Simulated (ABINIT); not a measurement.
Crystal: TiCo.

```
Co Ti
1.0
     2.98611    0.00000    0.00000
     0.00000    2.98611    0.00000
     0.00000    0.00000    2.98611
Co Ti
1 1
Direct
  0.50000 0.50000 0.50000
  0.00000 0.00000 0.00000
```

The cell comes from a database or a generator and needn't be the stable form of this composition.

Base run:

```yaml
Program: ABINIT 10.8.3 (patched build)
Functional: revPBE
Potentials_or_basis: JTH PAW PBE v2.0
Cutoff: 844 eV
k_mesh: 9 × 9 × 9
Occupations: fermi-dirac, width 0.05 eV
Spin: collinear spin, ferromagnetic start
Starting_moments: "[2.0, 1.0] μB"
```

Its results: band gap on the k mesh none (metal or under the smearing width); pressure 2.6 GPa; net moment 0.83 μB per cell; site moments Co +0.96; Ti -0.04 μB.

Question: After a change of settings the same cell gave: band gap on the k mesh none (metal or under the smearing width); pressure -1.1 GPa; net moment 0.81 μB per cell; site moments Co +0.89; Ti -0.03 μB. Which change was it?
A. functional from revPBE to RPBE
B. functional from revPBE to PW91
C. functional from revPBE to WC
D. functional from revPBE to LDA

Answer: B.

PW91 binds more tightly than revPBE, so the same cell stands under less pressure.

Caveats: small starting moments can end in a higher magnetic state in this program; the PAW data sets were made with another functional, which shifts forces and pressure a little.

Runs at the PBE level aren't shown here.
